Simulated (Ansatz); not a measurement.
# InSe: properties at the relaxed cell

One table from this session's results is given with a row withheld; the runs are named, their logs left out.

The COD entry's cell or inner coordinates are ideal or old and differ from later refinements, so a difference from it is no clean test against experiment.

Method: DFT PBEsol, scalar-relativistic, plane waves, PAW, in Ansatz 0.2.0.

1 further run of the same task is left out (set aside as unsound or not needed).

## Starting point

Symmetry: R3m, No. 160, trigonal system. Conventional cell: a = 4.009 Å, b = 4.009 Å, c = 25.289 Å, α = 90.00°, β = 90.00°, γ = 120.00°. In (site symmetry 3m) has 3 Se at 2.64 Å and 1 In at 2.78 Å as nearest neighbours. Se (site symmetry 3m) is surrounded by 3 In at 2.64 Å.

Coordinates:

```cif
data_structure
_symmetry_space_group_name_H-M 'R3m:H'
_symmetry_Int_Tables_number 160
_cell_length_a 4.0089
_cell_length_b 4.0089
_cell_length_c 25.2888
_cell_angle_alpha 90.000
_cell_angle_beta 90.000
_cell_angle_gamma 120.000
_cell_volume 351.97
loop_
_atom_site_label
_atom_site_type_symbol
_atom_site_symmetry_multiplicity
_atom_site_Wyckoff_symbol
_atom_site_fract_x
_atom_site_fract_y
_atom_site_fract_z
_atom_site_occupancy
In1 In 3 a 0.66667 0.33333 0.33256 1
In2 In 3 a 0.66667 0.33333 0.22277 1
Se1 Se 3 a 0.33333 0.66667 0.04974 1
Se2 Se 3 a 0.00000 0.00000 0.17227 1
```

It is the result of an earlier relaxation at this level (volume 29.33 Å³/atom; gap on the mesh: 0.37 eV).

Set-up of the first run:

The input, input.yaml:

```yaml
crystal:
  lattice:
    - [2.0044545697, 1.1572723854, 8.4296004539]
    - [-2.0044545697, 1.1572723854, 8.4296004539]
    - [0.0, -2.3145447708, 8.4296004539]
  atoms:
    - { symbol: In, position: [0.0007716514, 0.0007716514, 0.0007716514] }
    - { symbol: In, position: [0.110568183, 0.110568183, 0.110568183] }
    - { symbol: Se, position: [0.6169296334, 0.6169296334, 0.6169296334] }
    - { symbol: Se, position: [0.8277305321, 0.8277305321, 0.8277305321] }
basis:
  ecutwfc: 420
kpoints:
  mp_grid: { grid: [12, 12, 12] }
  band_path:
    path:
      - [[0.0, 0.0, 0.0], [-0.5, -0.5, -0.5], [-0.5, -0.17923177, -0.82076823]]
      - [[-0.17923177, 0.17923177, -0.5], [0.0, 0.0, -0.5], [0.0, 0.0, 0.0], [0.0, 0.33961588, -0.33961588]]
      - [[-0.33961588, 0.0, -0.66038412], [-0.5, 0.0, -0.5], [0.0, 0.0, 0.0]]
    npoints: 14
hamiltonian:
  xc: pbesol
scf:
  occupations: { method: gaussian, width: 0.02 }
  n_extra_bands: 10
output:
  forces: true
  stress: true
  eigenvalues: true
  populations: true
  dos: { projected: true, de: 0.02, nscf_kmesh: { grid: [18, 18, 18] } }
  bader: true
  write_density: true
  write_potential: true
  elf: true
  volumetric_format: npy
```

The run is started by

```
ansatz run input.yaml --threads 1 --pin off --max-ram 2560MiB --backend cpu --events-out ev --progress --plain --runs-dir out
```

Among the steps run: Bands, states and charges; Band edges anywhere in the zone; Levels beside the edges; Volume × 0.97; Volume × 1.03; Point at V/V0 = 0.94; The cell scaled to 1.06 of its volume.

One of the session's tables, all rows but one given; the rest of the session is left out.

It belongs to the step «Energy against volume». 

| volume (Å³/atom) | energy above the lowest point (meV/atom) | pressure (GPa) | gap on the mesh (eV) |
| --- | --- | --- | --- |
| 27.571 | 7.6 | 1.60 | 0.35 |
| 28.451 | 1.6 | 0.64 | 0.33 |
| 29.331 | 0.0 | 0.00 | 0.37 |
| 30.211 | ? | ? | ? |
| 31.091 | 3.2 | -0.44 | 0.66 |

Estimate the missing values for volume (Å³/atom) = 30.211.

Worked estimate for «energy above the lowest point (meV/atom)». A straight line through the neighbours (29.331, 0.0) and (31.091, 3.2) gives 0.0 + (3.2 − 0.0) × (30.211 − 29.331) / (31.091 − 29.331) = 1.6; a parabola fitted to 3 rows on both sides gives 0.5.

As computed: energy above the lowest point (meV/atom): 1.1; pressure (GPa): -0.34; gap on the mesh (eV): 0.49. In «energy above the lowest point (meV/atom)» the line misses by +0.5 and the parabola by -0.6.
